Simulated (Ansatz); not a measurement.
Born–Oppenheimer molecular dynamics of a periodic cell of 16 atoms, WC (start crystal WC, start structure P-6m2, volume 1.1 times the crystal's). It goes on from the last frame of an earlier run, with new velocities.

Theory: DFT PBE, scalar-relativistic, plane waves, PAW in Ansatz 0.2.0. Settings: accuracy low, PAW set soft_1, cutoff 420 eV, k mesh 2x2x2, fermi-dirac smearing 0.24 eV, no spin polarisation.

| Quantity | Value |
| --- | --- |
| ensemble | NVT, Nosé–Hoover chain |
| time step | 1 fs |
| steps asked | 220 |
| set temperature | 1680 K |
| thermostat | time constant 100 fs, chain length 3 |
| seed | 65589 |

Frames 1 fs apart, positions in Å.

Velocities at 160.0 fs (Å/ps):

```
W 2.27 -0.21 -0.22
C -6.23 10.09 1.80
W 1.27 0.96 -4.30
C -4.71 -3.83 -7.23
W -1.39 -1.68 -6.81
C -10.64 1.44 -2.02
W 2.27 0.10 2.33
C -3.72 2.88 -1.47
W -0.78 -2.55 5.28
C 13.49 -5.34 19.08
W -2.10 2.15 3.38
C -12.06 -14.02 5.64
W -0.30 4.07 -2.14
C 1.06 -1.80 -7.58
W 0.15 -3.13 0.50
C 1.58 15.27 22.04
```

```xyz
16
Lattice="-2.9367 -5.0864 0.0000 4.4050 -2.5432 0.0000 0.0000 0.0000 5.7685" Properties=species:S:1:pos:R:3 time_fs=160.0 energy_less_start_eV=-1.551 T=1536
W -0.002 -5.249 -0.164
C 1.557 -4.347 1.434
W -0.018 -4.965 2.731
C 1.515 -4.197 4.222
W -1.343 -2.715 -0.137
C -0.166 -1.744 1.545
W -1.592 -2.654 2.755
C 0.038 -1.727 4.261
W 1.516 -2.624 0.020
C 2.896 -1.809 1.317
W 1.534 -2.631 2.878
C 2.917 -1.785 4.273
W -0.115 -0.065 0.026
C -1.520 -4.384 1.173
W -0.022 -0.103 2.826
C -1.582 -4.234 4.363
16
Lattice="-2.9367 -5.0864 0.0000 4.4050 -2.5432 0.0000 0.0000 0.0000 5.7685" Properties=species:S:1:pos:R:3 time_fs=161.0 energy_less_start_eV=-1.441 T=1473
W 0.000 -5.250 -0.164
C 1.550 -4.337 1.435
W -0.017 -4.964 2.727
C 1.510 -4.201 4.215
W -1.344 -2.716 -0.143
C -0.176 -1.743 1.542
W -1.589 -2.654 2.757
C 0.034 -1.724 4.260
W 1.515 -2.627 0.025
C 2.909 -1.814 1.337
W 1.531 -2.628 2.881
C 2.905 -1.799 4.279
W -0.116 -0.061 0.024
C -1.518 -4.386 1.166
W -0.022 -0.106 2.826
C -1.580 -4.220 4.384
16
Lattice="-2.9367 -5.0864 0.0000 4.4050 -2.5432 0.0000 0.0000 0.0000 5.7685" Properties=species:S:1:pos:R:3 time_fs=162.0 energy_less_start_eV=-1.336 T=1413
W 0.003 -5.250 -0.164
C 1.541 -4.326 1.434
W -0.015 -4.964 2.722
C 1.505 -4.207 4.209
W -1.346 -2.718 -0.150
C -0.183 -1.743 1.538
W -1.587 -2.654 2.760
C 0.030 -1.722 4.259
W 1.514 -2.629 0.030
C 2.923 -1.817 1.358
W 1.529 -2.626 2.885
C 2.893 -1.812 4.284
W -0.116 -0.057 0.021
C -1.516 -4.387 1.162
W -0.022 -0.109 2.827
C -1.578 -4.208 4.402
16
Lattice="-2.9367 -5.0864 0.0000 4.4050 -2.5432 0.0000 0.0000 0.0000 5.7685" Properties=species:S:1:pos:R:3 time_fs=163.0 energy_less_start_eV=-1.242 T=1360
W 0.005 -5.249 -0.164
C 1.532 -4.314 1.432
W -0.014 -4.963 2.718
C 1.499 -4.215 4.204
W -1.348 -2.719 -0.157
C -0.189 -1.743 1.532
W -1.584 -2.654 2.762
C 0.026 -1.720 4.258
W 1.514 -2.632 0.035
C 2.936 -1.820 1.380
W 1.527 -2.624 2.888
C 2.882 -1.825 4.289
W -0.116 -0.053 0.019
C -1.513 -4.388 1.161
W -0.022 -0.112 2.827
C -1.574 -4.198 4.418
16
Lattice="-2.9367 -5.0864 0.0000 4.4050 -2.5432 0.0000 0.0000 0.0000 5.7685" Properties=species:S:1:pos:R:3 time_fs=164.0 energy_less_start_eV=-1.167 T=1316
W 0.007 -5.249 -0.164
C 1.522 -4.303 1.429
W -0.013 -4.963 2.714
C 1.492 -4.223 4.200
W -1.349 -2.720 -0.163
C -0.193 -1.744 1.524
W -1.582 -2.654 2.765
C 0.021 -1.718 4.258
W 1.512 -2.635 0.040
C 2.949 -1.822 1.403
W 1.524 -2.621 2.891
C 2.871 -1.837 4.294
W -0.116 -0.050 0.016
C -1.509 -4.388 1.162
W -0.022 -0.115 2.828
C -1.571 -4.191 4.430
16
Lattice="-2.9367 -5.0864 0.0000 4.4050 -2.5432 0.0000 0.0000 0.0000 5.7685" Properties=species:S:1:pos:R:3 time_fs=165.0 energy_less_start_eV=-1.117 T=1286
W 0.009 -5.249 -0.164
C 1.510 -4.291 1.425
W -0.012 -4.963 2.710
C 1.486 -4.233 4.197
W -1.351 -2.721 -0.169
C -0.194 -1.745 1.515
W -1.579 -2.654 2.768
C 0.016 -1.717 4.257
W 1.511 -2.637 0.045
C 2.961 -1.823 1.425
W 1.522 -2.619 2.894
C 2.861 -1.848 4.299
W -0.115 -0.046 0.013
C -1.505 -4.388 1.165
W -0.021 -0.118 2.829
C -1.567 -4.187 4.438
16
Lattice="-2.9367 -5.0864 0.0000 4.4050 -2.5432 0.0000 0.0000 0.0000 5.7685" Properties=species:S:1:pos:R:3 time_fs=166.0 energy_less_start_eV=-1.099 T=1272
W 0.012 -5.248 -0.164
C 1.499 -4.279 1.419
W -0.011 -4.963 2.707
C 1.479 -4.244 4.195
W -1.354 -2.721 -0.175
C -0.194 -1.746 1.505
W -1.576 -2.654 2.770
C 0.011 -1.717 4.257
W 1.510 -2.640 0.050
C 2.972 -1.822 1.448
W 1.519 -2.616 2.897
C 2.852 -1.859 4.304
W -0.115 -0.043 0.010
C -1.500 -4.388 1.171
W -0.021 -0.120 2.829
C -1.562 -4.186 4.443
16
Lattice="-2.9367 -5.0864 0.0000 4.4050 -2.5432 0.0000 0.0000 0.0000 5.7685" Properties=species:S:1:pos:R:3 time_fs=167.0 energy_less_start_eV=-1.115 T=1276
W 0.014 -5.248 -0.164
C 1.487 -4.268 1.413
W -0.010 -4.963 2.703
C 1.471 -4.256 4.194
W -1.356 -2.721 -0.181
C -0.191 -1.748 1.494
W -1.573 -2.654 2.773
C 0.006 -1.717 4.258
W 1.508 -2.642 0.054
C 2.982 -1.821 1.471
W 1.517 -2.613 2.900
C 2.844 -1.868 4.309
W -0.114 -0.040 0.007
C -1.495 -4.388 1.178
W -0.021 -0.123 2.830
C -1.558 -4.189 4.444
16
Lattice="-2.9367 -5.0864 0.0000 4.4050 -2.5432 0.0000 0.0000 0.0000 5.7685" Properties=species:S:1:pos:R:3 time_fs=168.0 energy_less_start_eV=-1.164 T=1296
W 0.016 -5.247 -0.163
C 1.474 -4.257 1.406
W -0.009 -4.964 2.699
C 1.463 -4.269 4.194
W -1.358 -2.721 -0.186
C -0.186 -1.751 1.482
W -1.570 -2.654 2.776
C 0.001 -1.717 4.258
W 1.507 -2.645 0.059
C 2.992 -1.818 1.494
W 1.514 -2.611 2.902
C 2.836 -1.876 4.314
W -0.114 -0.037 0.004
C -1.489 -4.387 1.188
W -0.021 -0.126 2.831
C -1.552 -4.196 4.440
16
Lattice="-2.9367 -5.0864 0.0000 4.4050 -2.5432 0.0000 0.0000 0.0000 5.7685" Properties=species:S:1:pos:R:3 time_fs=169.0 energy_less_start_eV=-1.242 T=1332
W 0.018 -5.246 -0.163
C 1.462 -4.247 1.398
W -0.007 -4.964 2.696
C 1.455 -4.282 4.195
W -1.361 -2.721 -0.192
C -0.179 -1.753 1.469
W -1.567 -2.654 2.779
C -0.004 -1.718 4.259
W 1.506 -2.648 0.063
C 3.000 -1.814 1.515
W 1.511 -2.608 2.905
C 2.830 -1.883 4.319
W -0.113 -0.034 0.001
C -1.483 -4.385 1.200
W -0.020 -0.128 2.832
C -1.547 -4.206 4.433
16
Lattice="-2.9367 -5.0864 0.0000 4.4050 -2.5432 0.0000 0.0000 0.0000 5.7685" Properties=species:S:1:pos:R:3 time_fs=170.0 energy_less_start_eV=-1.340 T=1377
W 0.020 -5.245 -0.162
C 1.450 -4.238 1.391
W -0.007 -4.965 2.692
C 1.447 -4.295 4.197
W -1.364 -2.720 -0.197
C -0.171 -1.756 1.455
W -1.564 -2.653 2.782
C -0.010 -1.720 4.261
W 1.504 -2.650 0.067
C 3.007 -1.809 1.535
W 1.508 -2.605 2.907
C 2.825 -1.889 4.325
W -0.112 -0.031 -0.002
C -1.476 -4.383 1.214
W -0.020 -0.131 2.833
C -1.542 -4.219 4.422
16
Lattice="-2.9367 -5.0864 0.0000 4.4050 -2.5432 0.0000 0.0000 0.0000 5.7685" Properties=species:S:1:pos:R:3 time_fs=171.0 energy_less_start_eV=-1.449 T=1428
W 0.022 -5.244 -0.162
C 1.438 -4.230 1.383
W -0.006 -4.966 2.689
C 1.438 -4.309 4.200
W -1.366 -2.720 -0.201
C -0.161 -1.760 1.440
W -1.561 -2.653 2.785
C -0.015 -1.722 4.262
W 1.502 -2.653 0.071
C 3.013 -1.803 1.554
W 1.505 -2.602 2.910
C 2.822 -1.894 4.330
W -0.111 -0.028 -0.006
C -1.470 -4.380 1.229
W -0.020 -0.133 2.834
C -1.536 -4.235 4.408
```

Of the whole run (220 fs, mean temperature of the second half 1574 K): The conserved energy stayed within 0.35 meV per atom of its start (net change -0.25 meV per atom), so the integration is sound. A run of 0.22 ps of so small a system gives no equilibrium averages. Limits of this set-up: coarse k mesh, low accuracy level.

The run took 17 min on 1 thread of Arm Neoverse V2, with other jobs on the host, peak memory 0.51 GiB.
